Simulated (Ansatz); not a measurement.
# ZrSi2: under pressure

A pressure series on ZrSi2 (-1 to 90 GPa): equation of state, axes and gap.

Method: DFT PBEsol, scalar-relativistic, plane waves, PAW, in Ansatz 0.2.0.

1 further run of the same task is left out (set aside as unsound or not needed).

## Step 1: The starting structure

It takes space group Cmcm (No. 63, orthorhombic). Conventional cell: a = 3.674 Å, b = 14.566 Å, c = 3.657 Å, α = 90.00°, β = 90.00°, γ = 90.00°. Zr (site symmetry m2m) is surrounded by 10 Si at 2.70 to 2.95 Å. Si (site symmetry m2m) has 2 Si at 2.41 Å and 6 Zr at 2.70 to 2.95 Å as nearest neighbours. Si (site symmetry m2m) is surrounded by 4 Si at 2.59 Å and 4 Zr at 2.80 Å.

Coordinates:

```
CELL_PARAMETERS angstrom
1.83713 -7.28295 0.00000
1.83713 7.28295 0.00000
0.00000 0.00000 3.65677
ATOMIC_POSITIONS crystal
Zr 0.89528 0.10472 0.75000
Zr 0.10472 0.89528 0.25000
Si 0.55396 0.44604 0.75000
Si 0.44604 0.55396 0.25000
Si 0.25023 0.74977 0.75000
Si 0.74977 0.25023 0.25000
```

It is the result of an earlier relaxation at this level (volume 16.31 Å³/atom; gap on the mesh: none (metal)).

## Step 2: Relaxing at -1 GPa

input.yaml

```yaml
crystal:
  lattice:
    - [1.8430948709, -7.3065944754, 0.0]
    - [1.8430948709, 7.3065944754, 0.0]
    - [0.0, 0.0, 3.6686399605]
  atoms:
    - { symbol: Zr, position: [0.8952826023, 0.1047173977, 0.75] }
    - { symbol: Zr, position: [0.1047173977, 0.8952826023, 0.25] }
    - { symbol: Si, position: [0.5539585034, 0.4460414966, 0.75] }
    - { symbol: Si, position: [0.4460414966, 0.5539585034, 0.25] }
    - { symbol: Si, position: [0.2502317899, 0.7497682101, 0.75] }
    - { symbol: Si, position: [0.7497682101, 0.2502317899, 0.25] }
basis:
  ecutwfc: 420
kpoints:
  mp_grid: { grid: [10, 10, 10] }
hamiltonian:
  xc: pbesol
scf:
  occupations: { method: gaussian, width: 0.1 }
output:
  forces: true
  stress: true
  eigenvalues: true
relax:
  adjacent_minimum: "off"
  f_tol: 0.008
  max_steps: 50
  cell: { stress_tol: 0.08, p_target: -1.0 }
```

Started as:

```
$ ansatz run input.yaml --threads 1 --pin off --max-ram 2560MiB --backend cpu --events-out ev --progress --plain --runs-dir out
```

The session goes on with these runs: relaxing at 1 GPa; target pressure 4 GPa; relaxing at 12 GPa; 25 GPa; target pressure 50 GPa; target pressure 90 GPa.

**Question.** What will these runs give? Wanted: bulk modulus B0; B0'.

As calculated:

| quantity | value |
| --- | --- |
| volume at 90 GPa | 11.53 Å³/atom, V/V0 = 0.707 |
| bulk modulus B0 (third-order Birch-Murnaghan) | 133 GPa |
| B0' | 3.9 |

**Reading.** At 90 GPa the crystal has lost 29.3 % of its volume. A third-order Birch-Murnaghan curve fits the points with B0 = 133 GPa. The cell gives way unevenly: a -15.4 %, b -15.4 %, c -8.4 %. The symmetry of the start is kept, so a transition to another structure would not show.
